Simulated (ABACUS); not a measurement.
A run of ABACUS 3.10.1:

File run_abacus.py:

```python
"""Relaxation by an ASE optimiser with ABACUS as a small file-based calculator."""
import re
import subprocess
import numpy as np
from ase.calculators.calculator import Calculator, all_changes
from ase.filters import FrechetCellFilter
from ase.io import read
from ase.optimize import FIRE
from ase.stress import full_3x3_to_voigt_6_stress
from ase.units import Bohr, GPa

atoms = read("Fe.xyz")
atoms = atoms[(-atoms.numbers).argsort(kind="stable")]  # ABACUS lists atoms element by element
pseudo = {'Fe': 'Fe_ONCV_PBE-1.2.upf'}
orbital = {}
magmoms = [3.0]
kmesh = [8, 8, 8]
params = {
    'suffix': 'Fe',
    'calculation': 'scf',
    'basis_type': 'pw',
    'pseudo_dir': './',
    'symmetry': 1,
    'dft_functional': 'MGGA_X_TPSS+MGGA_C_TPSS',
    'ecutwfc': 104,
    'pseudo_rcut': 10,
    'nspin': 2,
    'nbands': 14,
    'ks_solver': 'dav',
    'smearing_method': 'fd',
    'smearing_sigma': 0.00367493,
    'scf_thr': 1e-08,
    'scf_nmax': 100,
    'mixing_type': 'broyden',
    'mixing_beta': 0.4,
    'cal_force': 1,
    'cal_stress': 1,
    'mixing_tau': 1,
    'kpar': 4,
}

def write_input(atoms):
    symbols = atoms.get_chemical_symbols()
    elements = list(dict.fromkeys(symbols))
    lines = ["ATOMIC_SPECIES"] + [f"{e} {atoms.get_masses()[symbols.index(e)]:.4f} {pseudo[e]}" for e in elements]
    if orbital:
        lines += ["", "NUMERICAL_ORBITAL"] + [orbital[e] for e in elements]
    lines += ["", "LATTICE_CONSTANT", f"{1 / Bohr:.10f}", "", "LATTICE_VECTORS"]
    lines += [" ".join(f"{x:.10f}" for x in v) for v in atoms.cell]
    lines += ["", "ATOMIC_POSITIONS", "Direct"]
    for e in elements:
        lines += ["", e, "0.0", str(symbols.count(e))]
        for i, p in enumerate(atoms.get_scaled_positions(wrap=False)):
            if symbols[i] == e:
                mag = "" if magmoms is None else " mag " + " ".join(str(x) for x in (magmoms[i] if isinstance(magmoms[i], list) else [magmoms[i]]))
                lines.append(" ".join(f"{x:.10f}" for x in p) + " 1 1 1" + mag)
    open("STRU", "w").write("\n".join(lines) + "\n")
    open("KPT", "w").write("K_POINTS\n0\nGamma\n%d %d %d 0 0 0\n" % tuple(kmesh))
    open("INPUT", "w").write("INPUT_PARAMETERS\n" + "".join(f"{k:<20s}{v}\n" for k, v in params.items()))

class Abacus(Calculator):
    implemented_properties = ["energy", "free_energy", "forces", "stress"]

    def calculate(self, atoms=None, properties=("energy",), system_changes=all_changes):
        super().calculate(atoms, properties, system_changes)
        write_input(self.atoms)
        subprocess.run(['mpirun', '-np', '4', 'abacus'], check=True)
        log = open("OUT.Fe/running_scf.log").read()
        if "charge density convergence is achieved" not in log:
            raise RuntimeError("SCF not converged")
        rows = lambda title, n: np.array([l.split()[-3:] for l in log.split(title)[-1].split("\n")[2:2 + n]], float)
        energy = float(re.findall(r"FINAL_ETOT_IS (\S+)", log)[-1])
        stress = -rows("TOTAL-STRESS", 3) / 10 * GPa  # ABACUS prints kbar, compression positive
        self.results = dict(energy=energy, free_energy=energy, forces=rows("TOTAL-FORCE", len(self.atoms)), stress=full_3x3_to_voigt_6_stress(stress))

atoms.calc = Abacus()
opt = FIRE(FrechetCellFilter(atoms), logfile="opt.log", trajectory="relax.traj")
print("optimiser converged:", opt.run(fmax=0.01, steps=60))
```

Contents of Fe.xyz:

```xyz
1
Lattice="-1.4430000000 1.4430000000 1.4430000000 1.4430000000 -1.4430000000 1.4430000000 1.4430000000 1.4430000000 -1.4430000000" Properties=species:S:1:pos:R:3 pbc="T T T"
Fe     0.0000000000      0.0000000000      0.0000000000
```

Potentials or basis: SG15 ONCV 1.2 PBE, plane waves.

The run is started by

```sh
$ OMP_NUM_THREADS=1 python run_abacus.py > log
```

Hardware: 4 MPI ranks on Intel(R) Xeon(R) Platinum 8488C (Sapphire Rapids), on a shared host.

Q: Estimate the wall time of this run.

A: Wall time 2.7 min on 4 MPI ranks on Intel(R) Xeon(R) Platinum 8488C (Sapphire Rapids), on a shared host, peak memory 0.36 GiB a rank. Counts: scf iterations 11, k points 29, bands 14, ion steps 9, ranks 4.
